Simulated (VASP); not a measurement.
# Ti (P6_3/mmc) in VASP: notebook, part 2 of 2

VASP 6.6.1. The steps go on from the part before.

## 5. Relaxation of cell and atoms, PBE+D3(BJ)

This run uses another cell than the first one, of 16.45 Å³/atom, 0.933 times its volume.

The input, INCAR:

```
PREC = Accurate
ENCUT = 600
EDIFF = 1E-7
ISMEAR = 1
SIGMA = 0.1
LREAL = False
LASPH = True
NELM = 80
ALGO = Normal
ISIF = 3
LWAVE = False
LCHARG = False
GGA = PE
IVDW = 12
IBRION = 2
NSW = 90
EDIFFG = -0.005
```

The input, KPOINTS:

```
Automatic mesh
0
Gamma
  15 15 8
```

The input, POSCAR:

```
Ti                                      
1.0
    2.8858869879     -0.0000000000     -0.0000000000
   -1.4429434939      2.4992514440      0.0000000000
    0.0000000000      0.0000000000      4.5609061969
  Ti            
     2
Direct
     0.3333333332999970    0.6666666667000030    0.2500000000000000
     0.6666666667000030    0.3333333332999970    0.7500000000000000
```

Launch:

```bash
cat potpaw_PBE.64/Ti_sv/POTCAR > POTCAR
mpirun -np 1 vasp_std > vasp.out
```

It took 2 min on 1 thread of Intel Xeon Platinum 8488C (Sapphire Rapids), shared host; peak memory 0.21 GiB.

Results (log left out):

| Item | Value |
| --- | --- |
| Free energy | -16.9091 eV |
| Relaxed volume | 16.45 Å³/atom |
| Relaxed cell | a = 2.887 Å, b = 2.887 Å, c = 4.561 Å, α = 90.00°, β = 90.00°, γ = 120.00° |
| Space group after relaxing (to 0.05 Å) | P6_3/mmc (No. 194) |
| Energy gained by relaxing | 0.0 meV/atom |
| Ionic steps | 3 |
| Pressure after relaxing | 0.0 GPa |
| Band gap on the k mesh | none (metal or under the smearing width) |
| Dispersion energy per atom | -0.637 eV |

Final structure:
```
Ti
1.0
     2.88651    0.00000    0.00000
    -1.44326    2.49979    0.00000
     0.00000    0.00000    4.56082
Ti
2
Direct
  0.33333 0.66667 0.25000
  0.66667 0.33333 0.75000
```

Levels at points of the mesh, in eV from the Fermi level:
| k point | band 9 | band 10 | band 11 | band 12 | band 13 | band 14 | band 15 | band 16 |
| --- | --- | --- | --- | --- | --- | --- | --- | --- |
| (0.00, 0.00, 0.00) | -6.35 | -2.84 | 0.79 | 0.79 | 0.92 | 0.93 | 1.33 | 1.33 |
| (0.00, 0.00, 0.50) | -4.41 | -4.41 | 0.07 | 0.07 | 0.68 | 0.68 | 0.68 | 0.68 |

Caveat: pairwise dispersion overbinds metals, which lowers pressure and volume.

## 6. Relaxation of shape and atoms at fixed volume, PBE+D3(BJ) (a relaxed cell with its volume scaled by 0.94)

INCAR, as its differences from that of step 5:

```diff
@@ -9,3 +9,3 @@
 ALGO = Normal
-ISIF = 3
+ISIF = 4
 LWAVE = False
@@ -15,3 +15,3 @@
 IBRION = 2
-NSW = 90
-EDIFFG = -0.005
+NSW = 40
+EDIFFG = -0.01
```

KPOINTS is that of step 5.

The input, POSCAR:

```
Ti                                      
1.0
    2.8275863274      0.0000000000      0.0000000000
   -1.4137931637      2.4487615910      0.0000000000
   -0.0000000000     -0.0000000000      4.4677197613
  Ti            
     2
Direct
     0.3333333332999970    0.6666666667000030    0.2500000000000000
     0.6666666667000030    0.3333333332999970    0.7500000000000000
```

Potentials or basis: VASP PAW PBE potentials, release 64 (Ti_sv).

Launch:

```bash
cat potpaw_PBE.64/Ti_sv/POTCAR > POTCAR
mpirun -np 1 vasp_std > vasp.out
```

OUTCAR:

```text
PREC = Accurate
   ENCUT = 600
   EDIFF = 1E-7
   ISMEAR = 1
   LREAL = False
   LASPH = True
   NELM = 80
   ISIF = 4
   GGA = PE
   IVDW = 12
   IBRION = 2
   NSW = 40
   EDIFFG = -0.01
 IVDW          = 12

 ion  position               nearest neighbor table
   1  0.333  0.667  0.250-   2 2.77   2 2.77   2 2.77   2 2.77   2 2.77   2 2.77
   2  0.667  0.333  0.750-   1 2.77   1 2.77   1 2.77   1 2.77   1 2.77   1 2.77

  LATTYP: Found a hexagonal cell.
 ALAT       =     2.8275863274
 C/A-ratio  =     1.5800471653

  Lattice vectors:

 A1 = (   2.8275863274,   0.0000000000,   0.0000000000)
 A2 = (  -1.4137931637,   2.4487615910,   0.0000000000)
 A3 = (   0.0000000000,   0.0000000000,   4.4677197613)

Analysis of symmetry for initial positions (statically):
=====================================================================
 Subroutine PRICEL returns:
 Original cell was already a primitive cell.

 Routine SETGRP: Setting up the symmetry group for a
 hexagonal supercell.

 Subroutine GETGRP returns: Found 24 space group operations
 (whereof 12 operations were pure point group operations)
 out of a pool of 24 trial point group operations.

The static configuration has the point symmetry D_3d.
 The point group associated with its full space group is D_6h.

Analysis of symmetry for dynamics (positions and initial velocities):
=====================================================================
 Subroutine PRICEL returns:
 Original cell was already a primitive cell.

 Routine SETGRP: Setting up the symmetry group for a
 hexagonal supercell.

 Subroutine GETGRP returns: Found 24 space group operations
 (whereof 12 operations were pure point group operations)
 out of a pool of 24 trial point group operations.

The dynamic configuration has the point symmetry D_3d.
[... 119 lines left out ...]
     AMIX     =   0.40;   BMIX     =  1.00
     AMIX_MAG =   1.60;   BMIX_MAG =  1.00
  volume/ion in A,a.u.               =      15.47       104.38
  Fermi-wavevector in a.u.,A,eV,Ry     =   1.504282  2.842680 30.788122  2.262863
  Thomas-Fermi vector in A             =   2.615282
   LORBIT       =      0    0 simple, 1 ext, 2 COOP (PROOUT), +10 PAW based schemes
   GGA     = PE    functional components
   LHFCALC =     F    Hartree Fock is set to
   AEXX    =    0.0000 exact exchange contribution
   IVDW    =    12    specifies the selected vdW correction
   LEPSILON=     F    determine dielectric tensor
   LRPA    =     F    only Hartree local field effects (RPA)
 conjugate gradient relaxation of ions
 non-spin polarized calculation
 Methfessel and Paxton  Order N= 1 SIGMA  =   0.10
  energy-cutoff  :      600.00
  volume of cell :       30.93
 maximum number of plane-waves:      1085
 NGX is ok and might be reduce to    24
   NGX = 11   NGY = 11   NGZ = 17

 number of electron      24.0000001 magnetization

 Free energy of the ion-electron system (eV)
  ---------------------------------------------------
  ext. energy  EPLUGINS =         0.00000000
  ---------------------------------------------------
  free energy    TOTEN  =       -15.50194306 eV

  energy without entropy =      -15.50259769  energy(sigma->0) =      -15.50216127

 E-fermi :   9.6485     XC(G=0): -12.0549

 val. band max:        9.6465718841   @ k =   0.2667   0.2000   0.3750
 cond. band min:       9.6503853499   @ k =   0.2000   0.2000   0.5000
 fundamental gap:      0.0038134658
 Fermi energy:         9.6484667934

 k-point     1 :       0.0000    0.0000    0.0000
  band No.  band energies     occupation
      1     -47.0619      2.00000
      2     -46.8431      2.00000
      3     -23.8053      2.00000
      4     -22.8868      2.00000
      5     -22.8868      2.00000
      6     -22.7784      2.00000
[... 433 lines left out ...]
      3     -23.5031      2.00000
      4     -23.3259      2.00000
      5     -23.2901      2.00000
      6     -23.2145      2.00000
[... 8 lines left out ...]
     15      11.1538     -0.00000
     16      13.1176      0.00000

 [... further k-points ...]

------------------------ aborting loop because EDIFF is reached ----------------------------------------

 Edisp (eV)   -1.35798

 E8    (eV) :    -0.6456

  FORCE on cell =-STRESS in cart. coord.  units (eV):
  Direction    XX          YY          ZZ          XY          YZ          ZX
  --------------------------------------------------------------------------------------
  -------------------------------------------------------------------------------------
  Total       1.58084     1.58084     1.60873     0.00000     0.00000    -0.00000
  in kB      81.87468    81.87468    83.31943     0.00000     0.00000    -0.00000
  external pressure =       82.36 kB  Pullay stress =        0.00 kB

 VOLUME and BASIS-vectors are now :
 -----------------------------------------------------------------------------
  energy-cutoff  :      600.00
  volume of cell :       30.93
      direct lattice vectors                 reciprocal lattice vectors
     2.827586327  0.000000000  0.000000000     0.353658522  0.204184843  0.000000000
    -1.413793164  2.448761591  0.000000000     0.000000000  0.408369685  0.000000000
     0.000000000  0.000000000  4.467719761     0.000000000  0.000000000  0.223827826

 POSITION                                       TOTAL-FORCE (eV/Angst)
 -----------------------------------------------------------------------------------
     -0.00000      1.63251      1.11693        -0.000000     -0.000000      0.000000
      1.41379      0.81625      3.35079         0.000000      0.000000      0.000000
 -----------------------------------------------------------------------------------
    total drift:                               -0.000000      0.000000     -0.000000

  FREE ENERGIE OF THE ION-ELECTRON SYSTEM (eV)
  ---------------------------------------------------
  free  energy   TOTEN  =       -16.8599220446 eV

  energy  without entropy=      -16.8605766767  energy(sigma->0) =      -16.86014026

 reached required accuracy - stopping structural energy minimisation
```

CONTCAR:

```text
Ti
   1.00000000000000
     2.8275863274000002    0.0000000000000000    0.0000000000000000
    -1.4137931637000001    2.4487615909999998    0.0000000000000000
     0.0000000000000000    0.0000000000000000    4.4677197612999997
  Ti
     2
Direct
     0.3333333332999970    0.6666666667000030    0.2500000000000000
     0.6666666667000030    0.3333333332999970    0.7500000000000000

  0.00000000E+00  0.00000000E+00  0.00000000E+00
  0.00000000E+00  0.00000000E+00  0.00000000E+00
```

It took 67 s on 1 thread of Intel Xeon Platinum 8488C (Sapphire Rapids), shared host; peak memory 0.21 GiB.

Results:

| Property | Result |
| --- | --- |
| Free energy | -16.8599 eV |
| Pressure after relaxing | 8.2 GPa |
| Band gap on the k mesh | none (metal or under the smearing width) |
| Dispersion energy per atom | -0.679 eV |

Final structure:
```cif
data_structure
_symmetry_space_group_name_H-M 'P 1'
_symmetry_Int_Tables_number 1
_cell_length_a 2.8276
_cell_length_b 2.8276
_cell_length_c 4.4677
_cell_angle_alpha 90.000
_cell_angle_beta 90.000
_cell_angle_gamma 120.000
_cell_volume 30.93
loop_
_atom_site_label
_atom_site_type_symbol
_atom_site_fract_x
_atom_site_fract_y
_atom_site_fract_z
_atom_site_occupancy
Ti1 Ti 0.33333 0.66667 0.25000 1
Ti2 Ti 0.66667 0.33333 0.75000 1
```

Caveat: the relaxation stopped at its first step, so nothing moved; pairwise dispersion overbinds metals, which lowers pressure and volume.

## 7. Summary

| task | level | cell | gap on the mesh (eV) | pressure (GPa) |
| --- | --- | --- | --- | --- |
| relaxation of cell and atoms | PBEsol | relaxed | none | 0.0 |
| relaxation of cell and atoms | PBE+D3(BJ) | relaxed | none | 0.0 |
| relaxation of shape and atoms at fixed volume | PBE+D3(BJ) | atoms relaxed at fixed volume from: a relaxed cell with its volume scaled by 0.94 | none | 8.2 |

Alike in all rows: potentials or basis VASP PAW PBE potentials, release 64 (Ti_sv); no spin polarisation; k mesh 15 × 15 × 8; cutoff (eV) 600; smearing methfessel-paxton 0.1 eV.

Caveats: the relaxation stopped at its first step, so nothing moved (some runs); pairwise dispersion overbinds metals, which lowers pressure and volume (some runs); the PAW data sets were made with another functional, which shifts forces and pressure a little (some runs).

Absolute energies hang on the potentials; compare differences alone.
